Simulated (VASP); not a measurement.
# CdF2: cell size and functional

Aim: relax CdF2 at several levels of theory and compare the cells. The starting structure is a measured crystal structure from the Crystallography Open Database. The first relaxation on each setting starts from this cell expanded by 3 % in volume.

Main program and level: VASP 6.6.1; Kohn-Sham DFT with plane waves and PAW; PBEsol, LDA, PBE, PBEsol + D3(BJ), r2SCAN and r2SCAN + rVV10.

### 1. The starting structure

Symmetry: Fm-3m, No. 225, cubic system. Conventional cell: a = 5.388 Å, b = 5.388 Å, c = 5.388 Å, α = 90.00°, β = 90.00°, γ = 90.00°. Cd has 8 F at 2.33 Å nearest. Nearest to F lie 4 Cd at 2.33 Å. Farther neighbours and most contacts between anions are not listed.

As a file:

```xyz
3
Lattice="0.0000 2.6940 2.6940 2.6940 0.0000 2.6940 2.6940 2.6940 0.0000" Properties=species:S:1:pos:R:3 pbc="T T T"
Cd    0.0000    0.0000    0.0000
F     4.0410    4.0410    4.0410
F     1.3470    1.3470    1.3470
```

### 2. Relaxation with PBEsol

PBEsol restores the gradient expansion of exchange and is tuned for the cells of solids. This run starts from the cell of an earlier relaxation, which isn't shown; the restart sets up the plane waves anew.

INCAR

```
SYSTEM = CdF2
PREC = Accurate
ENCUT = 520
EDIFF = 1E-06
NELM = 100
ISMEAR = 0
SIGMA = 0.03
LREAL = .FALSE.
ALGO = Normal
GGA = PS
NBANDS = 19
LORBIT = 11
LWAVE = .FALSE.
LCHARG = .FALSE.
KPAR = 4
IBRION = 2
NSW = 50
ISIF = 3
EDIFFG = -0.006
```

POSCAR

```
CdF2
1.0
    0.0000000000      2.6984309627      2.6984309627
    2.6984309627      0.0000000000      2.6984309627
    2.6984309627      2.6984309627      0.0000000000
Cd F
1 2
Direct
    0.0000000000      0.0000000000      0.0000000000
    0.7500000000      0.7500000000      0.7500000000
    0.2500000000      0.2500000000      0.2500000000
```

KPOINTS

```
Automatic mesh
0
Gamma
8 8 8
0 0 0
```

Potentials, in the order of the species: Cd and F (PBE family, release 64).

On the command line:

```sh
mpirun -np 4 vasp_std
```

What it wrote:

```text
[banner, memory and clock lines left out]
running    4 mpi-ranks, on    1 nodes
 distrk:  each k-point on    1 cores,    4 groups
 distr:  one band on    1 cores,    1 groups

 POSCAR found type information on POSCAR CdF
 POSCAR found :  2 types and       3 ions
|                                                                             |
|               ----> ADVICE to this user running VASP <----                  |
|                                                                             |
|     You enforced a specific xc type in the INCAR file but a different       |
|     [... a line on the potential file left out ...]
|     I HOPE YOU KNOW WHAT YOU ARE DOING!                                     |
|                                                                             |

 LDA part: xc-table for (Slater+PW92), standard interpolation
 POSCAR, INCAR and KPOINTS ok, starting setup
 FFT: planning ... GRIDC
 FFT: planning ... GRID_SOFT
 FFT: planning ... GRID
 WAVECAR not read
 entering main loop
       N       E                     dE             d eps       ncg     rms          rms(c)
DAV:   1     0.191896880894E+03    0.19190E+03   -0.15646E+04  1150   0.138E+03
DAV:   2    -0.429678568234E+01   -0.19619E+03   -0.18793E+03  1185   0.351E+02
DAV:   3    -0.129884143170E+02   -0.86916E+01   -0.86617E+01  1233   0.810E+01
DAV:   4    -0.130295067801E+02   -0.41092E-01   -0.41090E-01  1168   0.565E+00
DAV:   5    -0.130296507080E+02   -0.14393E-03   -0.14393E-03  1225   0.307E-01    0.941E+00
DAV:   6    -0.115863543628E+02    0.14433E+01   -0.35577E+00  1401   0.373E+01    0.718E+00
DAV:   7    -0.116146506204E+02   -0.28296E-01   -0.74611E-01  1123   0.803E+00    0.422E+00
DAV:   8    -0.116032791186E+02    0.11372E-01   -0.15464E-01  1111   0.370E+00    0.722E-01
DAV:   9    -0.115931641188E+02    0.10115E-01   -0.35816E-02  1325   0.235E+00    0.102E-01
DAV:  10    -0.115936725602E+02   -0.50844E-03   -0.35869E-03  1129   0.609E-01    0.105E-01
DAV:  11    -0.115937758781E+02   -0.10332E-03   -0.13247E-04  1168   0.134E-01    0.481E-02
DAV:  12    -0.115938014278E+02   -0.25550E-04   -0.10548E-04  1114   0.887E-02    0.183E-02
DAV:  13    -0.115938050553E+02   -0.36275E-05   -0.10302E-05  1156   0.327E-02    0.638E-03
DAV:  14    -0.115938050852E+02   -0.29900E-07   -0.34657E-07   927   0.678E-03
   1 F= -.11593805E+02 E0= -.11593805E+02  d E =-.115938E+02
 curvature:   0.00 expect dE= 0.000E+00 dE for cont linesearch  0.000E+00
 trial: gam= 0.00000 g(F)=  0.110E-45 g(S)=  0.357E-06 ort = 0.000E+00 (trialstep = 0.100E+01)
 search vector abs. value=  0.357E-06
 reached required accuracy - stopping structural energy minimisation
```

Wall time 18 s (4 MPI ranks of AMD EPYC 7R43, shared host); peak memory 0.52 GiB; 62 s of CPU time.

Lines that name or quote the potential files are left out of all logs, and their timing lines are given in words.

OUTCAR, selected parts (step 2):

```text
ion  position               nearest neighbor table
   1  0.000  0.000  0.000-   2 2.34   2 2.34   2 2.34   2 2.34   3 2.34   3 2.34   3 2.34   3 2.34

  LATTYP: Found a face centered cubic cell.
 ALAT       =     5.3968619254

 Subroutine GETGRP returns: Found 48 space group operations
 (whereof 48 operations were pure point group operations)

The static configuration has the point symmetry O_h .

 Found     29 irreducible k-points:

   k-points           NKPTS =     29   k-points in BZ     NKDIM =     29   number of bands    NBANDS=     19

   dimension x,y,z NGX =    28 NGY =   28 NGZ =   28
   dimension x,y,z NGXF=    56 NGYF=   56 NGZF=   56

   ENCUT  =  520.0 eV  38.22 Ry    6.18 a.u.   7.10  7.10  7.10*2*pi/ulx,y,z

   NELECT =      26.0000    total number of electrons

 k-points in reciprocal lattice and weights: Automatic mesh
   0.00000000  0.00000000  0.00000000       0.002
   0.12500000  0.00000000  0.00000000       0.016
   0.25000000  0.00000000  0.00000000       0.016
   0.37500000  0.00000000  0.00000000       0.016
   0.50000000  0.00000000  0.00000000       0.008
   0.12500000  0.12500000  0.00000000       0.012
   0.25000000  0.12500000  0.00000000       0.047
   0.37500000  0.12500000  0.00000000       0.047
   0.50000000  0.12500000  0.00000000       0.047
[...]
-0.37500000  0.50000000  0.12500000       0.023
  -0.25000000  0.50000000  0.25000000       0.012

 average (electrostatic) potential at core
       1 -38.9630       2 -77.8888       3 -77.8888

 E-fermi :  -1.3548

 k-point     1 :       0.0000    0.0000    0.0000
  band No.  band energies     occupation
    ...
      9      -2.4611      2.00000
     10      -2.4611      2.00000
     11      -1.9772      2.00000
     12      -1.9772      2.00000
     13      -1.9772      2.00000
     14       1.4059      0.00000
     15      10.9970      0.00000
     16      10.9970      0.00000
     17      10.9970      0.00000
     18      15.8631      0.00000
    ...

 k-point     2 :       0.1250    0.0000    0.0000
  band No.  band energies     occupation
    ...
      9      -2.5674      2.00000
     10      -2.5674      2.00000
     11      -2.0878      2.00000
     12      -1.9660      2.00000
     13      -1.9660      2.00000
     14       1.9986      0.00000
     15      10.2836      0.00000
     16      11.2266      0.00000
     17      11.2266      0.00000
     18      16.8754      0.00000
    ...

 k-point     3 :       0.2500    0.0000    0.0000
  band No.  band energies     occupation
    ...
      9      -2.8536      2.00000
     10      -2.8535      2.00000
     11      -2.6165      2.00000
     12      -1.9306      2.00000
     13      -1.9306      2.00000
     14       3.3124      0.00000
     15       9.1165      0.00000
     16      11.8189      0.00000
     17      11.8189      0.00000
     18      17.1043      0.00000
    ...

  Total       -0.0027185     -0.0027185     -0.0027185     -0.0000000      0.0000000      0.0000000
  in kB       -0.1108352     -0.1108352     -0.1108352     -0.0000000      0.0000000      0.0000000
  external PRESSURE =      -0.1108352 kB  Pullay stress =       0.0000000 kB

  energy-cutoff  :      520.00
  volume of cell :       39.30
      direct lattice vectors                 reciprocal lattice vectors
     0.000000000  2.698430963  2.698430963    -0.185292863  0.185292863  0.185292863
     2.698430963  0.000000000  2.698430963     0.185292863 -0.185292863  0.185292863
     2.698430963  2.698430963  0.000000000     0.185292863  0.185292863 -0.185292863

 POSITION                                       TOTAL-FORCE (eV/Angst)
 -----------------------------------------------------------------------------------
      0.00000      0.00000      0.00000        -0.000000     -0.000000      0.000000
      4.04765      4.04765      4.04765         0.000000      0.000000      0.000000
      1.34922      1.34922      1.34922        -0.000000     -0.000000     -0.000000
 -----------------------------------------------------------------------------------
    total drift:                                0.000000      0.000000      0.000000

  FREE ENERGIE OF THE ION-ELECTRON SYSTEM (eV)
  ---------------------------------------------------
  free  energy   TOTEN  =       -11.5938050852 eV

  energy  without entropy=      -11.5938050852  energy(sigma->0) =      -11.59380509

 reached required accuracy - stopping structural energy minimisation

 total charge
# of ion       s       p       d       tot
------------------------------------------
    1        0.235   0.199   9.684  10.118
    2        1.737   4.322   0.000   6.059
    3        1.737   4.322   0.000   6.059
--------------------------------------------------
tot          3.710   8.844   9.684  22.237

[... 3 further parts left out ...]
```

CONTCAR:

```
CdF2
   1.00000000000000
     0.0000000000000000    2.6984309626999998    2.6984309626999998
     2.6984309626999998    0.0000000000000000    2.6984309626999998
     2.6984309626999998    2.6984309626999998    0.0000000000000000
  Cd              F
     1     2
Direct
     0.0000000000000000    0.0000000000000000    0.0000000000000000
     0.7500000000000000    0.7500000000000000    0.7500000000000000
     0.2500000000000000    0.2500000000000000    0.2500000000000000
```

The PAW data sets were made with PBE, which is usual practice but a small mismatch for other functionals. The run keeps the 48 symmetry operations of its start, so it cannot find a distortion of lower symmetry.

With PBEsol the relaxed cell holds 13.099 Å³ an atom, +0.49 % against the measured cell, with a = 5.397 Å.

### 3. Relaxation with LDA

LDA, the lowest rung, knows the local density alone. This run starts from the cell of an earlier relaxation, which isn't shown; the restart sets up the plane waves anew.

INCAR, as its differences from that of step 2:

```diff
@@ -9,3 +9,3 @@
 ALGO = Normal
-GGA = PS
+GGA = CA
 NBANDS = 19
```

POSCAR

```
CdF2
1.0
    0.0000000000      2.6575880047      2.6575880047
    2.6575880047      0.0000000000      2.6575880047
    2.6575880047      2.6575880047      0.0000000000
Cd F
1 2
Direct
    0.0000000000      0.0000000000      0.0000000000
    0.7500000000      0.7500000000      0.7500000000
    0.2500000000      0.2500000000      0.2500000000
```

KPOINTS is that of step 2.

Potentials, in the order of the species: Cd and F (LDA family, release 64).

On the command line:

```sh
mpirun -np 4 vasp_std
```

What it wrote:

```text
[banner, memory and clock lines left out]
running    4 mpi-ranks, on    1 nodes
[...]
LDA part: xc-table for (Slater(with rela. corr.)+CA(PZ))
 , standard interpolation
 POSCAR, INCAR and KPOINTS ok, starting setup
[...]
entering main loop
       N       E                     dE             d eps       ncg     rms          rms(c)
DAV:   1     0.201044619039E+03    0.20104E+03   -0.15501E+04  1118   0.139E+03
DAV:   2    -0.530363148200E+01   -0.20635E+03   -0.19991E+03  1168   0.361E+02
DAV:   3    -0.142130935319E+02   -0.89095E+01   -0.88812E+01  1227   0.827E+01
DAV:   4    -0.142567256973E+02   -0.43632E-01   -0.43627E-01  1180   0.579E+00
[...]
DAV:  11    -0.127364743702E+02   -0.16479E-04   -0.65414E-05  1210   0.128E-01    0.310E-02
DAV:  12    -0.127364713036E+02    0.30666E-05   -0.25150E-05  1138   0.492E-02    0.121E-02
DAV:  13    -0.127364714625E+02   -0.15885E-06   -0.18858E-06  1115   0.177E-02
   1 F= -.12736471E+02 E0= -.12736471E+02  d E =-.127365E+02
[...]
reached required accuracy - stopping structural energy minimisation
```

Elapsed: 17 s, on 4 MPI ranks; peak memory 0.44 GiB; 56 s of CPU time.

OUTCAR, selected parts (step 3):

```text
  Total       -0.0054796     -0.0054796     -0.0054796     -0.0000000     -0.0000000      0.0000000
  in kB       -0.2338637     -0.2338637     -0.2338637     -0.0000000     -0.0000000      0.0000000
  external PRESSURE =      -0.2338637 kB  Pullay stress =       0.0000000 kB

 POSITION                                       TOTAL-FORCE (eV/Angst)
 -----------------------------------------------------------------------------------
      0.00000      0.00000      0.00000        -0.000000     -0.000000     -0.000000
      3.98638      3.98638      3.98638        -0.000000     -0.000000     -0.000000
      1.32879      1.32879      1.32879         0.000000      0.000000      0.000000
 -----------------------------------------------------------------------------------
    total drift:                                0.000000      0.000000      0.000000

  FREE ENERGIE OF THE ION-ELECTRON SYSTEM (eV)
  ---------------------------------------------------
  free  energy   TOTEN  =       -12.7364714625 eV

  energy  without entropy=      -12.7364714625  energy(sigma->0) =      -12.73647146

[... 2 parts as in an earlier step ...]

[... 2 further parts left out ...]
[key lines of the parts left out:]
E-fermi :  -1.1402
```

With LDA the relaxed cell holds 12.513 Å³ an atom, -4.00 % against the measured cell, with a = 5.315 Å. That is -4.47 % from PBEsol.

### 4. Relaxation with PBE

PBE, the usual starting point, adds the gradient of the density. This run starts from the cell of an earlier relaxation, which isn't shown; the restart sets up the plane waves anew.

INCAR, as its differences from that of step 3:

```diff
@@ -9,3 +9,3 @@
 ALGO = Normal
-GGA = CA
+GGA = PE
 NBANDS = 19
```

POSCAR

```
CdF2
1.0
    0.0000000000      2.7448931326      2.7448931326
    2.7448931326      0.0000000000      2.7448931326
    2.7448931326      2.7448931326      0.0000000000
Cd F
1 2
Direct
    0.0000000000      0.0000000000      0.0000000000
    0.7500000000      0.7500000000      0.7500000000
    0.2500000000      0.2500000000      0.2500000000
```

KPOINTS is that of step 3.

The projector-augmented-wave data sets are Cd and F (PBE family, release 64).

On the command line:

```sh
mpirun -np 4 vasp_std
```

What it wrote:

```text
[banner, memory and clock lines left out]
running    4 mpi-ranks, on    1 nodes
[...]
LDA part: xc-table for (Slater+PW92), standard interpolation
 POSCAR, INCAR and KPOINTS ok, starting setup
[...]
entering main loop
       N       E                     dE             d eps       ncg     rms          rms(c)
DAV:   1     0.202366823426E+03    0.20237E+03   -0.15725E+04  1110   0.138E+03
DAV:   2    -0.370363119923E+01   -0.20607E+03   -0.19667E+03  1210   0.355E+02
DAV:   3    -0.126524268187E+02   -0.89488E+01   -0.89272E+01  1230   0.808E+01
DAV:   4    -0.126961950395E+02   -0.43768E-01   -0.43766E-01  1171   0.569E+00
[...]
DAV:  12    -0.109059568430E+02   -0.22411E-04   -0.89201E-05  1120   0.818E-02    0.177E-02
DAV:  13    -0.109059590665E+02   -0.22234E-05   -0.11835E-05  1162   0.292E-02    0.600E-03
DAV:  14    -0.109059585381E+02    0.52838E-06   -0.17008E-06   913   0.171E-02
   1 F= -.10905959E+02 E0= -.10905959E+02  d E =-.109060E+02
[...]
N       E                     dE             d eps       ncg     rms          rms(c)
DAV:   1    -0.109064682113E+02   -0.50914E-03   -0.97011E-03  1150   0.110E+00    0.175E-01
DAV:   2    -0.109060060895E+02    0.46212E-03   -0.16073E-03  1147   0.362E-01    0.377E-02
DAV:   3    -0.109059740270E+02    0.32062E-04   -0.69971E-05  1155   0.151E-01    0.386E-02
DAV:   4    -0.109059683928E+02    0.56341E-05   -0.98958E-06  1123   0.377E-02    0.270E-02
DAV:   5    -0.109059655731E+02    0.28197E-05   -0.23543E-06  1095   0.163E-02    0.335E-03
DAV:   6    -0.109059654734E+02    0.99702E-07   -0.39589E-07   560   0.116E-02
   2 F= -.10905965E+02 E0= -.10905965E+02  d E =-.693532E-05
 trial-energy change:   -0.000007  1 .order   -0.000010   -0.000037    0.000016
 step:   0.6900(harm=  0.6900)  dis= 0.00000  next Energy=   -10.905971 (dE=-0.127E-04)
 reached required accuracy - stopping structural energy minimisation
```

It took 30 s on 4 MPI ranks; peak memory 0.57 GiB.

Parts of OUTCAR (step 4):

```text
  Total       -0.0123886     -0.0123886     -0.0123886      0.0000000     -0.0000000      0.0000000
  in kB       -0.4792356     -0.4792356     -0.4792356      0.0000000     -0.0000000      0.0000000
  external PRESSURE =      -0.4792356 kB  Pullay stress =       0.0000000 kB

 POSITION                                       TOTAL-FORCE (eV/Angst)
 -----------------------------------------------------------------------------------
      2.74611      0.00000      2.74611         0.000000      0.000000      0.000000
      4.11917      4.11917      4.11917        -0.000000     -0.000000     -0.000000
      1.37306      1.37306      1.37306         0.000000      0.000000      0.000000
 -----------------------------------------------------------------------------------
    total drift:                                0.000000     -0.000000      0.000000

  FREE ENERGIE OF THE ION-ELECTRON SYSTEM (eV)
  ---------------------------------------------------
  free  energy   TOTEN  =       -10.9059654734 eV

  energy  without entropy=      -10.9059654734  energy(sigma->0) =      -10.90596547

[... 2 parts as in an earlier step ...]

[... 2 further parts left out ...]
[key lines of the parts left out:]
E-fermi :  -1.5925
```

With PBE the relaxed cell holds 13.806 Å³ an atom, +5.92 % against the measured cell, with a = 5.492 Å. That is +5.40 % from PBEsol.

### 5. Relaxation with PBEsol + D3(BJ)

D3 with Becke-Johnson damping keeps a finite attraction at short range. This run starts from the cell of an earlier relaxation, which isn't shown; the restart sets up the plane waves anew.

INCAR, as its differences from that of step 4:

```diff
@@ -9,3 +9,4 @@
 ALGO = Normal
-GGA = PE
+GGA = PS
+IVDW = 12
 NBANDS = 19
```

POSCAR

```
CdF2
1.0
    0.0000000000      2.6847236659      2.6847236659
    2.6847236659      0.0000000000      2.6847236659
    2.6847236659      2.6847236659      0.0000000000
Cd F
1 2
Direct
    0.0000000000      0.0000000000      0.0000000000
    0.7500000000      0.7500000000      0.7500000000
    0.2500000000      0.2500000000      0.2500000000
```

KPOINTS is that of step 4.

On the command line:

```sh
mpirun -np 4 vasp_std
```

What it wrote:

```text
[banner, memory and clock lines left out]
running    4 mpi-ranks, on    1 nodes
[...]
[... a notice as in an earlier step ...]

 LDA part: xc-table for (Slater+PW92), standard interpolation
 POSCAR, INCAR and KPOINTS ok, starting setup
[...]
entering main loop
       N       E                     dE             d eps       ncg     rms          rms(c)
DAV:   1     0.205414755838E+03    0.20541E+03   -0.15661E+04  1126   0.140E+03
DAV:   2    -0.377422707361E+01   -0.20919E+03   -0.20085E+03  1184   0.365E+02
DAV:   3    -0.129621702405E+02   -0.91879E+01   -0.91595E+01  1235   0.835E+01
DAV:   4    -0.130058604376E+02   -0.43690E-01   -0.43685E-01  1192   0.583E+00
[...]
DAV:  12    -0.115894161146E+02   -0.26624E-04   -0.90684E-05  1114   0.819E-02    0.189E-02
DAV:  13    -0.115894194807E+02   -0.33661E-05   -0.89655E-06  1156   0.318E-02    0.637E-03
DAV:  14    -0.115894195286E+02   -0.47955E-07   -0.34291E-07   939   0.720E-03
   1 F= -.12004009E+02 E0= -.12004009E+02  d E =-.120040E+02
[...]
reached required accuracy - stopping structural energy minimisation
```

Elapsed: 19 s, on 4 MPI ranks; peak memory 0.57 GiB; 65 s of CPU time.

OUTCAR, selected parts (step 5):

```text
 Edisp (eV)   -0.41459

  Total      -0.00546    -0.00546    -0.00546    -0.00000    -0.00000     0.00000
  in kB      -0.22606    -0.22606    -0.22606    -0.00000    -0.00000     0.00000
  external pressure =       -0.23 kB  Pullay stress =        0.00 kB

 POSITION                                       TOTAL-FORCE (eV/Angst)
 -----------------------------------------------------------------------------------
      0.00000      0.00000      0.00000         0.000000     -0.000000      0.000000
      4.02709      4.02709      4.02709        -0.000000      0.000000     -0.000000
      1.34236      1.34236      1.34236         0.000000     -0.000000      0.000000
 -----------------------------------------------------------------------------------
    total drift:                                0.000000      0.000000      0.000000

  FREE ENERGIE OF THE ION-ELECTRON SYSTEM (eV)
  ---------------------------------------------------
  free  energy   TOTEN  =       -12.0040091991 eV

  energy  without entropy=      -12.0040091991  energy(sigma->0) =      -12.00400920

[... 2 parts as in an earlier step ...]

[... 2 further parts left out ...]
[key lines of the parts left out:]
E-fermi :  -1.2193
```

With PBEsol + D3(BJ) the relaxed cell holds 12.901 Å³ an atom, -1.03 % against the measured cell, with a = 5.369 Å. That is -1.52 % from PBEsol.

(Part 1 of 2 ends here.)

[Lines on the potential files, build, host, timing and source positions are cut from VASP's logs without a mark.]

[Logs are printed without paths, hosts, clocks, repeated set-up lines and the standing remarks that a program may print on its own settings, such as how far it seeks lower states.]

[Hosts, paths, dates, database ids (printed as entryN), source tags and the programs' standing remarks are cut or masked in the printed files.]
